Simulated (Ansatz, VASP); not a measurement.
# Two plane-wave programs on C

```
C
1.0
     1.28943    0.74445    3.17966
    -1.28943    0.74445    3.17966
     0.00000   -1.48890    3.17966
C
2
Direct
  0.16400 0.16400 0.16400
  0.83600 0.83600 0.83600
```

Change from the starting cell: strain +0.050 along x and y, -0.050 along z, atoms carried along.

Alike in both runs: task single point; functional LDA; k mesh 12 × 12 × 12; occupations gaussian, width 0.05 eV; no spin polarisation.

```csv
,VASP,Ansatz
version,VASP 6.6.1,Ansatz 0.2.0
potentials or method,"VASP PAW LDA potentials, release 64 (C)","scalar-relativistic, plane waves, PAW"
plane-wave cutoff (eV),520,420
valence electrons in the cell,8,8
```

```csv
,VASP,Ansatz,Ansatz less VASP
gap on the k mesh at the Fermi level (eV),0.98,0.98,0.000
least direct gap on the mesh (eV),1.05,1.05,-0.002
pressure (GPa),-37.3,-38.0,-0.69
largest component of the traceless stress (GPa),38.50,39.25,+0.746
rms of the force components (eV/Å),0.455,0.458,+0.0030
```

Atom by atom the forces differ by 0.003 eV/Å (rms over components).

Caveats: the cell as given lies far from equilibrium; so large a pressure means that the cell lies far from this level's equilibrium, or that cutoff or potentials fall short (VASP).
